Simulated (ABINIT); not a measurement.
SnTe, 2 atoms in the cell. The structure is cubic, space group Fm-3m (No. 225). The conventional cell has a = 6.302 Å, b = 6.302 Å, c = 6.302 Å, α = 90.00°, β = 90.00°, γ = 90.00°. Around Te (site symmetry m-3m) lie 6 Sn at 3.15 Å. Around Sn (site symmetry m-3m) lie 6 Te at 3.15 Å. 

```yaml
Program: ABINIT 10.8.3 (patched build)
Task: band structure
Functional: BP86
Potentials_or_basis: JTH PAW PBE v2.0
Cutoff: 408 eV
k_mesh: 7 × 7 × 7
Occupations: fermi-dirac, width 0.05 eV
Spin: no spin polarisation
Fine-grid_cutoff: 816.342 eV
Exchange_and_correlation_inside_the_PAW_spheres: full angular mesh (pawxcdev 0, this build's default; the released program takes 1)
```

Potentials or basis: JTH PAW PBE v2.0.

Launch:

```console
$ abinit run.abi > log 2>&1
```

Hardware: 1 thread of Arm Neoverse V2 (shared host).

**Question.** How long does it take, and how much memory?

**Answer.** Wall time 49 s on 1 thread of Arm Neoverse V2 (shared host), peak memory 0.13 GiB. Counts: scf iterations 11, k points 20, bands 14, plane waves 1187.
